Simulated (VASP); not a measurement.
A run of VASP 6.6.1:

Contents of INCAR:

```
ALGO     = Normal         # electronic algorithm
EDIFF    = 1E-6           # SCF threshold, eV
EDIFFG   = -0.01          # ionic threshold
ENCUT    = 600            # plane-wave cutoff, eV
GGA      = PE             # functional
IBRION   = 2              # ionic algorithm
ISIF     = 3              # what is computed and relaxed
ISMEAR   = 0              # smearing method
LASPH    = True           # aspherical terms in the spheres
LCHARG   = False          # write CHGCAR
LREAL    = False          # projectors in reciprocal space
LWAVE    = False          # write WAVECAR
NELM     = 100            # most SCF steps
NSW      = 40             # ionic steps
PREC     = Accurate       # precision mode
SIGMA    = 0.05           # smearing width, eV
```

The input KPOINTS:

```
k-points
0
Gamma
  4 4 5
```

Contents of POSCAR:

```
ScAl3N4
1.0
    6.4800000000      0.0000000000      0.0000000000
   -3.2400000000      5.6118446165      0.0000000000
    0.0000000000      0.0000000000      5.0500000000
Al Sc N
6 2 8
Direct
    0.1666666667      0.8333333333      0.0000000000
    0.3333333333      0.6666666667      0.5000000000
    0.6666666667      0.3333333333      0.0000000000
    0.8333333333      0.1666666667      0.5000000000
    0.6666666667      0.8333333333      0.0000000000
    0.8333333333      0.6666666667      0.5000000000
    0.1666666667      0.3333333333      0.0000000000
    0.3333333333      0.1666666667      0.5000000000
    0.1666666667      0.3333333333      0.3820000000
    0.3333333333      0.1666666667      0.8820000000
    0.1666666667      0.8333333333      0.3820000000
    0.3333333333      0.6666666667      0.8820000000
    0.6666666667      0.3333333333      0.3820000000
    0.8333333333      0.1666666667      0.8820000000
    0.6666666667      0.8333333333      0.3820000000
    0.8333333333      0.6666666667      0.8820000000
```

Potentials or basis: VASP PAW PBE potentials, release 64 (Al, Sc_sv, N).

The run is started by

```console
$ cat potpaw_PBE.64/Al/POTCAR potpaw_PBE.64/Sc_sv/POTCAR potpaw_PBE.64/N/POTCAR > POTCAR
$ mpirun -np 1 vasp_std > vasp.out
```

Hardware: 1 thread of Intel(R) Xeon(R) Platinum 8488C (Sapphire Rapids), on a shared host.

Problem. Estimate the wall time of this run.

Solution. Run time: 39 min on 1 thread of Intel(R) Xeon(R) Platinum 8488C (Sapphire Rapids), with other jobs on the host, peak memory 0.47 GiB. Counts: scf iterations 126, k points 21, ion steps 18.
